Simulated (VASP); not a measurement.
# ZnAu (Pm-3m) in VASP: further runs, part 3 of 3

VASP 6.6.1. The steps go on from the part before.

## 4. Electric field gradients, PBE (x and y stretched by -4 %, z held, crystal datasets)

Input file INCAR:

```
ALGO = Normal
EDIFF = 1E-8
ENCUT = 520
GGA = PE
ISIF = 2
ISMEAR = -1
LASPH = T
LCHARG = F
LEFG = T
LREAL = F
LWAVE = F
NBANDS = 18
NELM = 100
PREC = Accurate
SIGMA = 0.05
```

Input file KPOINTS:

```
k-points
0
Gamma
  12 12 12
```

Input file POSCAR:

```
ZnAu
1.0
    3.0211200000      0.0000000000      0.0000000000
    0.0000000000      3.0211200000      0.0000000000
    0.0000000000      0.0000000000      3.1470000000
Zn Au
1 1
Direct
    0.5000000000      0.5000000000      0.5000000000
    0.0000000000      0.0000000000      0.0000000000
```

Potentials or basis: VASP PAW PBE potentials, release 64 (Zn, Au).

Started as:

```bash
$ cat potpaw_PBE.64/Zn/POTCAR potpaw_PBE.64/Au/POTCAR > POTCAR
$ mpirun -np 1 vasp_std > vasp.out
```

OUTCAR:

```text
EDIFF = 1E-8
   ENCUT = 520
   GGA = PE
   ISIF = 2
   ISMEAR = -1
   LASPH = T
   LREAL = F
   NELM = 100
   PREC = Accurate

 ion  position               nearest neighbor table
   1  0.500  0.500  0.500-   2 2.65   2 2.65   2 2.65   2 2.65   2 2.65   2 2.65   2 2.65   2 2.65

   2  0.000  0.000  0.000-   1 2.65   1 2.65   1 2.65   1 2.65   1 2.65   1 2.65   1 2.65   1 2.65

  LATTYP: Found a simple tetragonal cell.
 ALAT       =     3.0211200000
 C/A-ratio  =     1.0416666667

  Lattice vectors:

 A1 = (   3.0211200000,   0.0000000000,   0.0000000000)
 A2 = (   0.0000000000,   3.0211200000,   0.0000000000)
 A3 = (   0.0000000000,   0.0000000000,   3.1470000000)

Analysis of symmetry for initial positions (statically):
=====================================================================
 Subroutine PRICEL returns:
 Original cell was already a primitive cell.

 Routine SETGRP: Setting up the symmetry group for a
 simple tetragonal supercell.

 Subroutine GETGRP returns: Found 16 space group operations
 (whereof 16 operations were pure point group operations)
 out of a pool of 16 trial point group operations.

The static configuration has the point symmetry D_4h.

Analysis of symmetry for dynamics (positions and initial velocities):
=====================================================================
 Subroutine PRICEL returns:
 Original cell was already a primitive cell.

 Routine SETGRP: Setting up the symmetry group for a
 simple tetragonal supercell.

 Subroutine GETGRP returns: Found 16 space group operations
 (whereof 16 operations were pure point group operations)
 out of a pool of 16 trial point group operations.

The dynamic configuration has the point symmetry D_4h.

 Subroutine INISYM returns: Found 16 space group operations
 (whereof 16 operations are pure point group operations),
 and found     1 'primitive' translations

----------------------------------------------------------------------------------------

                                     Primitive cell

  volume of cell :      28.7232

  direct lattice vectors                    reciprocal lattice vectors
     3.021120000  0.000000000  0.000000000     0.331003072  0.000000000  0.000000000
     0.000000000  3.021120000  0.000000000     0.000000000  0.331003072  0.000000000
     0.000000000  0.000000000  3.147000000     0.000000000  0.000000000  0.317762949

  length of vectors
     3.021120000  3.021120000  3.147000000     0.331003072  0.331003072  0.317762949

  position of ions in fractional coordinates (direct lattice)
     0.500000000  0.500000000  0.500000000
     0.000000000  0.000000000  0.000000000

  ion indices of the primitive-cell ions
   primitive index   ion index
                 1           1
                 2           2

----------------------------------------------------------------------------------------

[... 74 lines left out ...]
   NFREE  =      0    steps in history (QN), initial steepest desc. (CG)
   ISIF   =      2    stress and relaxation
   ISYM   =      2    0-nonsym 1-usesym 2-fastsym
   POTIM  = 0.5000    time-step for ionic-motion
   TEBEG  =    0.0;   TEEND  =   0.0 temperature during run
   PSTRESS=    0.0 pullay stress
   NELECT =      23.0000    total number of electrons
   NUPDOWN=      -1.0000    fix difference up-down
   EMIN   =  10.00;   EMAX   =-10.00  energy-range for DOS
   EFERMI =   0.00;   METHOD = LEGACY
   ISMEAR =    -1;   SIGMA  =   0.05  broadening in eV -4-tet -1-fermi 0-gaus
   EFERMI_NEDOS =   21; number of points for ismear=-14 and -15
   IALGO  =     38    algorithm
   IMIX   =      4    mixing-type and parameters
     AMIX     =   0.40;   BMIX     =  1.00
     AMIX_MAG =   1.60;   BMIX_MAG =  1.00
  volume/ion in A,a.u.               =      14.36        96.92
  Fermi-wavevector in a.u.,A,eV,Ry     =   1.520220  2.872800 31.444016  2.311070
  Thomas-Fermi vector in A             =   2.629100
   LORBIT       =      0    0 simple, 1 ext, 2 COOP (PROOUT), +10 PAW based schemes
   GGA     = PE    functional components
   LHFCALC =     F    Hartree Fock is set to
   AEXX    =    0.0000 exact exchange contribution
   IVDW    =     0    specifies the selected vdW correction
   LEPSILON=     F    determine dielectric tensor
   LRPA    =     F    only Hartree local field effects (RPA)
 non-spin polarized calculation
  energy-cutoff  :      520.00
  volume of cell :       28.72
 maximum number of plane-waves:       792
 NGX is ok and might be reduce to    24
   NGX = 11   NGY = 11   NGZ = 11

 number of electron      23.0000010 magnetization

 Free energy of the ion-electron system (eV)
  ---------------------------------------------------
  ext. energy  EPLUGINS =         0.00000000
  ---------------------------------------------------
  free energy    TOTEN  =        -4.55254052 eV

  energy without entropy =       -4.54813332  energy(sigma->0) =       -4.55033692

 E-fermi :   8.1964     XC(G=0): -12.8510

 val. band max:        8.1932738209   @ k =   0.4167   0.2500   0.5000
 cond. band min:       8.2062234657   @ k =   0.4167   0.2500   0.2500
 fundamental gap:      0.0129496448
 Fermi energy:         8.1963684463

 k-point     1 :       0.0000    0.0000    0.0000
  band No.  band energies     occupation
      1      -3.2608      2.00000
      2      -0.4416      2.00000
      3      -0.4238      2.00000
      4       0.4525      2.00000
      5       0.4525      2.00000
      6       0.5366      2.00000
[... 481 lines left out ...]
      5       0.7106      2.00000
      6       1.4832      2.00000
[... 10 lines left out ...]
     17      21.6457      0.00000
     18      22.4184      0.00000

 [... further k-points ...]

------------------------ aborting loop because EDIFF is reached ----------------------------------------

  FORCE on cell =-STRESS in cart. coord.  units (eV):
  Direction    XX          YY          ZZ          XY          YZ          ZX
  --------------------------------------------------------------------------------------
  -------------------------------------------------------------------------------------
  Total        3.5685493      3.5685493      3.3816142      0.0000000      0.0000000      0.0000000
  in kB      199.0533935    199.0533935    188.6261725      0.0000000      0.0000000      0.0000000
  external PRESSURE =     195.5776531 kB  Pullay stress =       0.0000000 kB

 VOLUME and BASIS-vectors are now :
 -----------------------------------------------------------------------------
  energy-cutoff  :      520.00
  volume of cell :       28.72
      direct lattice vectors                 reciprocal lattice vectors
     3.021120000  0.000000000  0.000000000     0.331003072  0.000000000  0.000000000
     0.000000000  3.021120000  0.000000000     0.000000000  0.331003072  0.000000000
     0.000000000  0.000000000  3.147000000     0.000000000  0.000000000  0.317762949

 POSITION                                       TOTAL-FORCE (eV/Angst)
 -----------------------------------------------------------------------------------
      1.51056      1.51056      1.57350         0.000000      0.000000      0.000000
      0.00000      0.00000      0.00000         0.000000      0.000000      0.000000
 -----------------------------------------------------------------------------------
    total drift:                                0.000000      0.000000     -0.000000

  FREE ENERGIE OF THE ION-ELECTRON SYSTEM (eV)
  ---------------------------------------------------
  free  energy   TOTEN  =        -4.5525405181 eV

  energy  without entropy=       -4.5481333172  energy(sigma->0) =       -4.55033692

 Electric field gradients (V/A^2)
---------------------------------------------------------------------
 ion       V_xx      V_yy      V_zz      V_xy      V_xz      V_yz
---------------------------------------------------------------------
   1      -0.451    -0.451     0.901    -0.000    -0.000     0.000
   2     -14.276   -14.276    28.553    -0.000     0.000     0.000
---------------------------------------------------------------------

 Electric field gradients after diagonalization (V/A^2)
 (convention: |V_zz| > |V_xx| > |V_yy|)
----------------------------------------------------------------------
 ion       V_xx      V_yy      V_zz     asymmetry (V_yy - V_xx)/ V_zz
----------------------------------------------------------------------
   1      -0.451    -0.451     0.901       0.000
   2     -14.276   -14.276    28.553       0.000
----------------------------------------------------------------------

           NMR quadrupolar parameters

 Cq : quadrupolar parameter    Cq=e*Q*V_zz/h
 eta: asymmetry parameters     (V_yy - V_xx)/ V_zz
 Q  : nuclear electric quadrupole moment in mb (millibarn)
----------------------------------------------------------------------
 ion       Cq(MHz)       eta       Q (mb)
----------------------------------------------------------------------
   1       0.002       0.000       1.000
   2       0.069       0.000       1.000
----------------------------------------------------------------------
```

OSZICAR:

```text
N       E                     dE             d eps       ncg     rms          rms(c)
DAV:   1     0.133142526454E+03    0.13314E+03   -0.11603E+04  7322   0.169E+03
DAV:   2     0.446684731939E+00   -0.13270E+03   -0.12672E+03  7152   0.320E+02
DAV:   3    -0.499370042855E+01   -0.54404E+01   -0.53912E+01  7828   0.693E+01
DAV:   4    -0.504039454481E+01   -0.46694E-01   -0.46678E-01  7608   0.568E+00
DAV:   5    -0.504089158587E+01   -0.49704E-03   -0.49703E-03  7590   0.633E-01    0.108E+01
DAV:   6    -0.459366838439E+01    0.44722E+00   -0.11511E+00  7548   0.119E+01    0.656E+00
DAV:   7    -0.456067802944E+01    0.32990E-01   -0.41717E-02  9062   0.422E+00    0.318E+00
DAV:   8    -0.455255967870E+01    0.81184E-02   -0.89763E-03  7336   0.105E+00    0.153E-01
DAV:   9    -0.455252827937E+01    0.31399E-04   -0.22705E-04  7984   0.427E-01    0.652E-02
DAV:  10    -0.455253953745E+01   -0.11258E-04   -0.40772E-05  7448   0.560E-02    0.234E-02
DAV:  11    -0.455254073409E+01   -0.11966E-05   -0.86918E-07  8616   0.113E-02    0.488E-03
DAV:  12    -0.455254055821E+01    0.17588E-06   -0.80261E-08  8058   0.286E-03    0.997E-04
DAV:  13    -0.455254052133E+01    0.36874E-07   -0.38740E-09  3996   0.136E-03    0.182E-04
DAV:  14    -0.455254051810E+01    0.32337E-08   -0.81220E-10  3808   0.446E-04
   1 F= -.45525405E+01 E0= -.45503369E+01  d E =-.440720E-02
```

stdout:

```text
POSCAR found type information on POSCAR ZnAu
 POSCAR found :  2 types and       2 ions
 scaLAPACK will be used
 LDA part: xc-table for (Slater+PW92), standard interpolation
 POSCAR, INCAR and KPOINTS ok, starting setup
 FFT: planning ... GRIDC
 FFT: planning ... GRID_SOFT
 FFT: planning ... GRID
 WAVECAR not read
 entering main loop
ion   1

ion   2
```

Wall time 40 s (1 thread of Intel Xeon Platinum 8488C (Sapphire Rapids), shared host); peak memory 0.22 GiB.

What came out:

| Property | Result |
| --- | --- |
| Free energy | -4.5525 eV |
| Pressure | 19.6 GPa |
| Band gap on the k mesh | none (metal or under the smearing width) |

Stress tensor (GPa, compression positive):
```
19.91  0.00  0.00
 0.00 19.91  0.00
 0.00  0.00 18.86
```

Electric field gradients, principal values (V/Å²):
```tsv
atom	Vxx	Vyy	Vzz
1 Zn	-0.451	-0.451	0.901
2 Au	-14.276	-14.276	28.553
```

Caveat: so large a pressure means that the cell lies far from this level's equilibrium, or that cutoff or potentials fall short.

## 5. Overview

```tsv
level	potentials or basis	cell	gap on the mesh (eV)	pressure (GPa)
LDA	VASP PAW LDA potentials, release 64 (Zn, Au)	as given	none	-6.2
PBE	VASP PAW PBE potentials, release 64 (Zn, Au)	x and y stretched by -4 %, z held, PAW files	none	19.6
PBE	VASP PAW PBE potentials, release 64 (Zn, Au)	x and y stretched by -4 %, z held, crystal datasets	none	19.6
```

Alike in all rows: task electric field gradients; no spin polarisation; k mesh 12 × 12 × 12; cutoff (eV) 520; smearing fermi-dirac 0.05 eV.

Caveats: so large a pressure means that the cell lies far from this level's equilibrium, or that cutoff or potentials fall short (some runs).

Total energies depend on the potentials used, so only differences within one code and one set of settings carry meaning.
